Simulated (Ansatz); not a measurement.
## TiO2: band gap by level of theory

```yaml
crystal:
  lattice:
    - [4.59984, 0.00000, 0.00000]
    - [0.00000, 4.59984, 0.00000]
    - [0.00000, 0.00000, 2.95921]
  atoms:
    - { symbol: Ti, position: [0.00000, 0.00000, 0.50000] }
    - { symbol: Ti, position: [0.50000, 0.50000, 0.00000] }
    - { symbol: O, position: [0.30432, 0.30432, 0.50000] }
    - { symbol: O, position: [0.19568, 0.80432, 0.00000] }
    - { symbol: O, position: [0.80432, 0.19568, 0.00000] }
    - { symbol: O, position: [0.69568, 0.69568, 0.50000] }
```

```csv
rung,level,program and potentials,cutoff (eV),k mesh,task,core time,chip,band gap (eV),notes
LDA,SVWN5,"Ansatz, Ansatz PAW",420,6 × 6 × 9,band structure,13 s,Arm Neoverse V1,1.78,"potentials made for PBE, which Ansatz adapts in part"
GGA,BLYP,"Ansatz, Ansatz PAW",420,6 × 6 × 9,band structure,13 s,Arm Neoverse V1,1.86,"potentials made for PBE, which Ansatz adapts in part"
GGA,PBE,"Ansatz, Ansatz PAW (files of its older set among them)",930,6 × 6 × 9,band structure,15 s,AMD EPYC 9R45 Zen 5,1.86,-
G0W0,G0W0 on PBE,"Ansatz, Ansatz PAW",420,4 × 4 × 4,G0W0 quasiparticle levels,17 s,AMD EPYC 7R13 Zen 3,3.22,"coarse mesh; bands, basis or mesh of the many-body step not converged; response cutoff 170 eV, bands 315"
GGA,BPBE,"Ansatz, Ansatz PAW",420,6 × 6 × 9,band structure,22 s,Arm Neoverse N1,1.87,"potentials made for PBE, which Ansatz adapts in part"
G0W0,G0W0 on HSE06,"Ansatz, Ansatz PAW",420,4 × 4 × 4,G0W0 quasiparticle levels,24 s,AMD EPYC 7R13 Zen 3,3.55,"coarse mesh; bands, basis or mesh of the many-body step not converged; potentials made for PBE, which Ansatz adapts in part; response cutoff 100 eV, bands 142"
GGA,revPBE,"Ansatz, Ansatz PAW",420,6 × 6 × 9,band structure,27 s,Intel Xeon Skylake/Cascade Lake,1.89,"potentials made for PBE, which Ansatz adapts in part"
meta-GGA + U (6 eV),"r2SCAN+U (Ti d U = 6 eV, fll (the default))","Ansatz, Ansatz PAW",500,6 × 6 × 9,band structure,27 s,Arm Neoverse V2,2.98,"potentials made for PBE, which Ansatz adapts in part"
GGA,RPBE,"Ansatz, Ansatz PAW",420,6 × 6 × 9,band structure,33 s,Intel Xeon Skylake/Cascade Lake,1.90,"potentials made for PBE, which Ansatz adapts in part"
```

Times are single runs on shared hosts and different chips, so they are rough; meshes, cutoffs and the tasks' sizes weigh on the time. All rows: no spin polarisation. Gaps are the least found on the k mesh or the band path, and a mesh can miss the band edges. Meshes differ between rows, which moves values too. All levels ran on this one cell, unrelaxed unless noted. Meshes are those of the run's cell of 6 atoms unless a note names another. Misses use the values as printed. Runs on faulty files, with rough fits or with known faults for this quantity aren't shown. No row holds spin-orbit coupling.

Measured: 3.05 eV (arxiv:2112.05953).

**Question.** Which of the timed runs without a coarse mesh or an atomic basis is the cheapest that comes within 0.3 eV of the measured band gap?

**Answer.** r2SCAN+U (Ansatz, Ansatz PAW): 2.98 eV in 27 s. One crystal doesn't make the level reliable, since errors can cancel. LDA and GGA gaps fall short mostly because these functionals lack the derivative discontinuity; the runs are for a static lattice, while measurements hold temperature and zero-point motion.
